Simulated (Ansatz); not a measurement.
We consider α-phase Li₃N, described by HSE06 (PAW; Ansatz, a program for electronic structure).

Settings: plane-wave cutoff 460 eV, 9×9×8 k mesh (along the axes of the cell as run), Fermi–Dirac smearing 0.01 eV, scalar-relativistic PAW data made under PBE.

Cell (measured lattice):

```
Li3N
1.0
   -1.82600    -3.16273     0.00000
   -1.82600     3.16273     0.00000
    0.00000     0.00000    -3.86600
Li N
3 1
Cartesian
 -1.82600   1.05424   0.00000
 -1.82600  -1.05424   0.00000
  0.00000   0.00000  -1.93300
  0.00000   0.00000   0.00000
```

Task: What does this level give for the band gap?

Result: 
- band gap = 1.94 eV (on the SCF k mesh)

Measured, for comparison: band gap 2.15 eV (4 K, zero-point motion not removed, indirect, optical absorption, E parallel c; as tabulated in Brendecke and Bludau (1979), doi:10.1063/1.326533). Computed (rounded) less measured: band gap -0.21 eV.

Note: cell and atoms aren't relaxed at this level (pressure -2.1 GPa).

Computed values are for the static lattice.

The result took roughly 4 core-minutes.
